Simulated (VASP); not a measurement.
# PtS2 (P-3m1) in VASP: further runs, part 2 of 2

VASP 6.6.1. Earlier steps stand in the parts before.

### 4 G0W0 quasiparticle levels, PBE

The input, POSCAR:

```
PtS2
1.0
    3.5432000000      0.0000000000      0.0000000000
   -1.7716000000      3.0685012107      0.0000000000
    0.0000000000      0.0000000000      5.0388000000
Pt S
1 2
Direct
    0.0000000000      0.0000000000      0.0000000000
    0.6666666667      0.3333333333      0.7730000000
    0.3333333333      0.6666666667      0.2270000000
```

The input, INCAR.step1:

```
PREC = Accurate
ENCUT = 450
EDIFF = 1E-8
ISMEAR = 0
SIGMA = 0.01
LREAL = F
LASPH = T
NELM = 60
ALGO = Normal
LWAVE = T
LCHARG = F
GGA = PE
```

The input, INCAR.step2:

```
PREC = Accurate
ENCUT = 450
EDIFF = 1E-8
ISMEAR = 0
SIGMA = 0.01
LREAL = F
LASPH = T
NELM = 1
ALGO = Exact
LWAVE = T
LCHARG = F
GGA = PE
NBANDS = 230
LOPTICS = T
ISTART = 1
```

The input, INCAR.step3:

```
PREC = Accurate
ENCUT = 450
EDIFF = 1E-8
ISMEAR = 0
SIGMA = 0.01
LREAL = F
LASPH = T
ALGO = EVGW0
LWAVE = F
LCHARG = F
GGA = PE
NELMGW = 1
NBANDS = 230
ENCUTGW = 75
NOMEGA = 48
PRECFOCK = Fast
ISTART = 1
NBANDSGW = 19
```

The input, KPOINTS:

```
Automatic mesh
0
Gamma
  3 3 2
```

Potentials or basis: VASP PAW PBE potentials, release 64 (Pt_GW, S_GW).

Run with:

```console
$ cat potpaw_PBE.64/Pt_GW/POTCAR potpaw_PBE.64/S_GW/POTCAR > POTCAR
$ cp INCAR.step1 INCAR
$ mpirun -np 1 vasp_std > vasp.out
$ cp INCAR.step2 INCAR
$ mpirun -np 1 vasp_std > vasp.out
$ cp INCAR.step3 INCAR
$ mpirun -np 1 vasp_std > vasp.out
```

OUTCAR:

```text
PREC = Accurate
   ENCUT = 450
   EDIFF = 1E-8
   ISMEAR = 0
   LREAL = F
   LASPH = T
   GGA = PE
   NELMGW = 1
   ENCUTGW = 75
   PRECFOCK = Fast
   ISTART = 1

 Found      6 irreducible k-points:

 Following reciprocal coordinates:
            Coordinates               Weight
  0.000000  0.000000  0.000000      1.000000
  0.333333 -0.000000  0.000000      6.000000
  0.333333  0.333333  0.000000      2.000000
  0.000000  0.000000  0.500000      1.000000
  0.333333 -0.000000  0.500000      6.000000
  0.333333  0.333333  0.500000      2.000000
   k-points           NKPTS =      6   k-points in BZ     NKDIM =     18   number of bands    NBANDS=    230
   number of dos      NEDOS =    301   number of ions     NIONS =      3
   total plane-waves  NPLWV =  28224
   dimension x,y,z NGX =    28 NGY =   28 NGZ =   36
   dimension x,y,z NGXF=    56 NGYF=   56 NGZF=   72
   ions per type =               1   2
   NGX,Y,Z   is equivalent  to a cutoff of  13.14, 13.14, 11.88 a.u.
   NGXF,Y,Z  is equivalent  to a cutoff of  26.28, 26.28, 23.76 a.u.
 SYSTEM =  unknown system
   PREC   = accura    normal or accurate (medium, high low for compatibility)
   ISTART =      1    job   : 0-new  1-cont  2-samecut
   ICHARG =      0    charge: 1-file 2-atom 10-const
   ISPIN  =      1    spin polarized calculation?
   LNONCOLLINEAR =      F non collinear calculations
   LSORBIT =      F    spin-orbit coupling
   LASPH  =      T    aspherical Exc in radial PAW
   ENCUT  =  450.0 eV  33.07 Ry    5.75 a.u.   6.13  6.13  8.72*2*pi/ulx,y,z
   NELM   =     60;   NELMIN=  2; NELMDL=  0     # of ELM steps
   EDIFF  = 0.1E-07   stopping-criterion for ELM
   LREAL  =      F    real-space projection
   EDIFFG = 0.1E-06   stopping-criterion for IOM
   NSW    =      0    number of steps for IOM
   IBRION =     -1    ionic relax: 0-MD 1-quasi-New 2-CG
   NFREE  =      0    steps in history (QN), initial steepest desc. (CG)
   ISIF   =      0    stress and relaxation
   ISYM   =      3    0-nonsym 1-usesym 2-fastsym
   POTIM  = 0.5000    time-step for ionic-motion
   TEBEG  =    0.0;   TEEND  =   0.0 temperature during run
   PSTRESS=    0.0 pullay stress
   NELECT =      22.0000    total number of electrons
   NUPDOWN=      -1.0000    fix difference up-down
   EMIN   =  10.00;   EMAX   =-10.00  energy-range for DOS
   EFERMI =   0.00;   METHOD = LEGACY
   ISMEAR =     0;   SIGMA  =   0.01  broadening in eV -4-tet -1-fermi 0-gaus
   EFERMI_NEDOS =   21; number of points for ismear=-14 and -15
   IALGO  =     38    algorithm
   IMIX   =      4    mixing-type and parameters
     AMIX     =   0.40;   BMIX     =  1.00
     AMIX_MAG =   1.60;   BMIX_MAG =  1.00
  volume/ion in A,a.u.               =      18.26       123.23
  Fermi-wavevector in a.u.,A,eV,Ry     =   1.207812  2.282434 19.848315  1.458810
  Thomas-Fermi vector in A             =   2.343439
   LORBIT       =      0    0 simple, 1 ext, 2 COOP (PROOUT), +10 PAW based schemes
   GGA     = PE    functional components
   LHFCALC =     T    Hartree Fock is set to
   PRECFOCK=fast      Normal, Fast or Accurate (Low or Medium for compatibility)
   ENCUT4O =  -1.0   cutoff for four orbital integrals eV
   NKREDX  =     1    reduce k-point grid by
   NKREDY  =     1    reduce k-point grid by
   NKREDZ  =     1    reduce k-point grid by
   AEXX    =    1.0000 exact exchange contribution
   HFSCREEN=    0.0000 screening length (either q_TF or 0.3 A-1)
   HFSCREENC=   0.0000 screening length for correlation (either q_TF or 0.3 A-1)
   ENCUTFOCK=  -1.0 apply spherical cutoff to Coloumb kernel
   IVDW    =     0    specifies the selected vdW correction
   LEPSILON=     F    determine dielectric tensor
   LRPA    =     F    only Hartree local field effects (RPA)
   LRPAFORCE           =     F    calculate RPA forces
   ENCUTGW             =  75.0    cutoff for response function in eV
   ENCUTGWSOFT         =  60.0    soft cutoff for Coulomb kernel in GW response function in eV
   ENCUTLF             =  -1.0    cutoff for local field effects
   NELMGW              =     1    number of iterations in solving QP/BSE equation
   NELMHF              =     1    number of iterations in the inner HF iteration
   NKREDLFX            =     1    NKREDLFY  =   1   NKREDLFZ  =   1
 non-spin polarized calculation
 Gauss-broadening in eV      SIGMA  =   0.01
  energy-cutoff  :      450.00
  volume of cell :       54.78
 maximum number of plane-waves:      1206
 NGX is ok and might be reduce to    28
  NGX = 14; NGY = 14; NGZ = 20
   NGX = 13   NGY = 13   NGZ = 17
 maximum number of plane-waves:        97
 NGX is ok and might be reduce to    10

 QP shifts <psi_nk| G(iteration)W_0 |psi_nk>: iteration 1
 for sc-GW calculations column KS-energies equals QP-energies in previous step
 and V_xc(KS)=  KS-energies - (<T + V_ion + V_H > + <T+V_H+V_ion>^1  + <V_x>^1)

 k-point   1 :       0.0000    0.0000    0.0000
  band No.  KS-energies  QP-energies   sigma(KS)   V_xc(KS)     V^pw_x(r,r')   Z            occupation Imag(sigma)

      1      -8.8583      -8.8535     -13.1581     -13.1655     -21.5013       0.6540       2.0000       1.5069
      2      -5.6146      -5.7586     -14.2287     -14.0187     -21.2108       0.6856       2.0000       0.9836
      3      -0.3200      -0.7513     -13.7531     -13.1494     -18.0534       0.7144       2.0000       0.4734
      4      -0.3200      -0.7513     -13.7531     -13.1494     -18.0534       0.7144       2.0000       0.4734
      5      -0.2003      -0.6979     -12.6880     -11.9905     -17.6611       0.7133       2.0000       0.7133
      6       2.7428       2.1489     -13.7536     -12.9259     -18.0349       0.7175       2.0000       0.2744
[... 11 lines left out ...]
     18      18.6470      19.1237     -11.0834     -11.6953      -5.1189       0.7790       0.0000      -0.4632
     19      19.2651      19.7597     -11.7135     -12.3676      -5.7558       0.7561       0.0000      -0.4532

 k-point   2 :       0.3333   -0.0000    0.0000
  band No.  KS-energies  QP-energies   sigma(KS)   V_xc(KS)     V^pw_x(r,r')   Z            occupation Imag(sigma)

      1      -7.5812      -7.6949     -13.6301     -13.4560     -21.3453       0.6528       2.0000       1.2031
      2      -6.2610      -6.3911     -14.1796     -13.9836     -21.4274       0.6632       2.0000       0.9925
      3      -0.0553      -0.5409     -13.1887     -12.5255     -17.7631       0.7322       2.0000       0.5567
      4       0.3857      -0.0392     -13.8228     -13.2407     -17.8005       0.7300       2.0000       0.4251
      5       1.1780       0.7415     -13.4137     -12.8228     -17.2469       0.7387       2.0000       0.4260
      6       1.2905       0.7567     -13.0387     -12.3145     -17.2889       0.7371       2.0000       0.4736
[... 11 lines left out ...]
     18      16.1436      16.5510     -11.1065     -11.6411      -5.5200       0.7621       0.0000      -0.3080
     19      17.8730      18.2464     -10.8488     -11.3349      -5.0558       0.7682       0.0000      -0.3928

 k-point   3 :       0.3333    0.3333    0.0000
  band No.  KS-energies  QP-energies   sigma(KS)   V_xc(KS)     V^pw_x(r,r')   Z            occupation Imag(sigma)

      1      -6.5819      -6.7156     -14.0914     -13.8876     -21.4458       0.6564       2.0000       1.0172
      2      -6.5819      -6.7156     -14.0914     -13.8876     -21.4458       0.6564       2.0000       1.0172
      3      -0.1189      -0.5442     -13.0672     -12.4914     -17.1599       0.7385       2.0000       0.5525
      4       0.3775      -0.1429     -13.2159     -12.5052     -17.4308       0.7321       2.0000       0.4532
      5       0.3775      -0.1429     -13.2159     -12.5052     -17.4308       0.7321       2.0000       0.4532
      6       2.1370       1.6994     -13.5829     -12.9846     -17.6023       0.7315       2.0000       0.4078
[... 11 lines left out ...]
     18      17.3449      17.8484     -11.0757     -11.7195      -5.0797       0.7820       0.0000      -0.4994
     19      17.7943      18.3172     -11.3859     -12.0568      -5.3302       0.7793       0.0000      -0.5018

 k-point   4 :       0.0000    0.0000    0.5000
  band No.  KS-energies  QP-energies   sigma(KS)   V_xc(KS)     V^pw_x(r,r')   Z            occupation Imag(sigma)

      1      -8.5791      -8.5914     -13.3570     -13.3381     -21.5096       0.6490       2.0000       1.3574
      2      -6.3063      -6.4854     -13.7100     -13.4435     -21.0323       0.6720       2.0000       1.1816
      3      -0.2998      -0.7322     -13.7609     -13.1581     -18.0522       0.7172       2.0000       0.4717
      4      -0.2998      -0.7322     -13.7609     -13.1581     -18.0522       0.7172       2.0000       0.4717
      5       1.0734       0.6038     -13.4913     -12.8393     -18.3097       0.7203       2.0000       0.5032
      6       2.7200       2.1258     -13.7337     -12.9030     -18.0279       0.7153       2.0000       0.2762
[... 11 lines left out ...]
     18      16.2883      16.2718      -9.2374      -9.2162      -3.9896       0.7764       0.0000      -0.2419
     19      17.8446      18.1238     -10.6714     -11.0409      -5.1094       0.7557       0.0000      -0.3101

 k-point   5 :       0.3333   -0.0000    0.5000
  band No.  KS-energies  QP-energies   sigma(KS)   V_xc(KS)     V^pw_x(r,r')   Z            occupation Imag(sigma)

      1      -7.3619      -7.4780     -13.7990     -13.6215     -21.3837       0.6542       2.0000       1.1127
      2      -6.5042      -6.6378     -13.9835     -13.7809     -21.3647       0.6595       2.0000       1.0702
      3      -0.3931      -0.9100     -12.9706     -12.2618     -17.6138       0.7293       2.0000       0.6134
      4       0.3379      -0.0873     -13.7894     -13.2054     -17.8062       0.7281       2.0000       0.4353
      5       0.6665       0.2289     -13.2458     -12.6546     -17.2438       0.7403       2.0000       0.5028
      6       2.1208       1.5851     -13.4715     -12.7321     -17.8248       0.7245       2.0000       0.3639
[... 11 lines left out ...]
     18      17.0657      17.6412     -11.5969     -12.3498      -5.8193       0.7643       0.0000      -0.4127
     19      18.1413      18.5199     -11.0521     -11.5430      -5.2774       0.7714       0.0000      -0.4041

 k-point   6 :       0.3333    0.3333    0.5000
  band No.  KS-energies  QP-energies   sigma(KS)   V_xc(KS)     V^pw_x(r,r')   Z            occupation Imag(sigma)

      1      -6.5646      -6.6924     -14.1051     -13.9108     -21.4620       0.6577       2.0000       1.0158
      2      -6.5646      -6.6924     -14.1051     -13.9108     -21.4620       0.6577       2.0000       1.0158
      3       0.1604      -0.3896     -13.0079     -12.2549     -17.2951       0.7303       2.0000       0.4794
      4       0.1604      -0.3896     -13.0079     -12.2549     -17.2951       0.7303       2.0000       0.4794
      5       0.2052      -0.1857     -13.3178     -12.7892     -17.2706       0.7394       2.0000       0.5001
      6       2.3307       1.9384     -13.8002     -13.2671     -17.4454       0.7358       2.0000       0.3609
[... 11 lines left out ...]
     18      17.2992      17.6017     -10.7561     -11.1543      -5.1629       0.7597       0.0000      -0.2951
     19      17.2992      17.6017     -10.7561     -11.1543      -5.1629       0.7597       0.0000      -0.2951
```

Wall time 2.1 min (1 thread of Intel Xeon Platinum 8488C (Sapphire Rapids), shared host); peak memory 0.38 GiB.

The run converged, but some of its settings lie outside the range that counts as converged, so its numbers aren't taken as properties of the crystal.

Results:

- Band gap on the k mesh, mean-field level: 1.18 eV, indirect (least direct gap 2.40 eV)
- Quasiparticle gap: 1.60 eV
- Least direct quasiparticle gap: 2.99 eV

Caveat: the k mesh is coarse (spacing up to 0.68 Å⁻¹), so the values aren't converged; bands, screening cutoff and mesh are small and nothing is extrapolated, so the quasiparticle values aren't converged; spin-orbit coupling is left out, which moves the levels of the heavy elements; an odd mesh through Γ misses points on the zone boundary, where band edges often lie.

### 5 The reference run

An earlier run on the cell as given: functional PBEsol; potentials or basis VASP PAW PBE potentials, release 64 (Pt, S); cutoff 520 eV; k mesh 9 × 9 × 5; occupations fermi-dirac, width 0.05 eV; no spin polarisation.

- Pressure: 6.1 GPa
- Largest force: 0.930 eV/Å
- Band gap on the k mesh: 0.96 eV, indirect (least direct gap 1.00 eV)
